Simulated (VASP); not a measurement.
A run of VASP 6.6.1:

File INCAR:

```
SYSTEM = MoSe2
ALGO = Normal ; EDIFF = 1E-6
EDIFFG = -0.01 ; ENCUT = 600
GGA = PS ; IBRION = 2
ISIF = 3 ; ISMEAR = 0
KPAR = 2 ; LASPH = .TRUE.
LCHARG = .FALSE. ; LREAL = .FALSE.
LWAVE = .FALSE. ; NELM = 80
NSW = 90 ; PREC = Accurate
SIGMA = 0.03
```

KPOINTS

```
k-points
0
G
  9 9 2
  0 0 0
```

File POSCAR:

```
MoSe2
1.0
    3.2880000000      0.0000000000      0.0000000000
   -1.6440000000      2.8474915276      0.0000000000
    0.0000000000      0.0000000000     12.9000000000
Mo Se
2 4
Direct
    0.3333333333      0.6666666667      0.2500000000
    0.6666666667      0.3333333333      0.7500000000
    0.3333333333      0.6666666667      0.6250000000
    0.6666666667      0.3333333333      0.1250000000
    0.3333333333      0.6666666667      0.8750000000
    0.6666666667      0.3333333333      0.3750000000
```

Potentials or basis: VASP PAW PBE potentials, release 64 (Mo_sv, Se).

Launch:

```sh
$ cat potpaw_PBE.64/Mo_sv/POTCAR potpaw_PBE.64/Se/POTCAR > POTCAR
$ mpirun -np 2 vasp_std > vasp.out
```

Hardware: 2 MPI ranks on AMD EPYC 9R45 96-Core Processor (Zen 5), with other jobs on the host.

Q: Estimate the wall time of this run.

A: Run time: 2.9 min on 2 MPI ranks on AMD EPYC 9R45 96-Core Processor (Zen 5), on a shared host, peak memory 0.31 GiB a rank. Counts: scf iterations 48, k points 24, ion steps 5.
